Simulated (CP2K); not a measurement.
## PbS: energy against volume and a worked fit

It takes space group Fm-3m (No. 225, cubic). The conventional cell has a = 5.931 Å, b = 5.931 Å, c = 5.931 Å, α = 90.00°, β = 90.00°, γ = 90.00°. Pb (site symmetry m-3m) is surrounded by 6 S at 2.97 Å. S (site symmetry m-3m) has 6 Pb at 2.97 Å as nearest neighbours.

The cell was scaled at fixed shape and fractions and run with CP2K, POTENTIAL_UZH Pb GTH-SCAN-q4, S GTH-SCAN-q6; TZVP-MOLOPT-SCAN-GTH basis; r2SCAN, k mesh 8 × 8 × 8 on the cell of 2 atoms, fermi-dirac occupations of 0.01 eV, no spin polarisation, no spin-orbit coupling. Energies are those that the program minimises, any entropy of the smearing included.

| V (Å³/atom) | energy over the lowest row (meV/atom) |
| --- | --- |
| 24.5206 | 19.421 |
| 25.0423 | 8.445 |
| 25.5641 | ? |
| 26.0858 | 0.000 |
| 26.6075 | 1.633 |
| 27.1292 | 6.654 |
| 27.6509 | 14.711 |

Q: Fit the third-order Birch-Murnaghan form, give V0, B0 and B′, and predict the energy left open.

A: With y = (V0/V)^(2/3), E = E0 + (9 V0 B0/16) [(y - 1)³ B′ + (y - 1)² (6 - 4y)]. Least squares through the rows shown give V0 = 26.1108 Å³/atom, E0 = -0.004 meV, B0 = 57.48 GPa (1 eV/Å³ = 160.218 GPa) and B′ = 4.33, with a largest miss of 0.002 meV. At V = 25.5641 the form with these constants gives 2.128 meV; the run gave 2.131 meV an atom. Measured volume: 26.15 Å³/atom (pmc:7248792, doi:10.3390/molecules25092097), so the fit lies -0.1 % from it. Measured modulus: 51 GPa (arxiv:cond-mat/0210013), so the fit lies +12.7 % from it. The runs are for a static lattice.
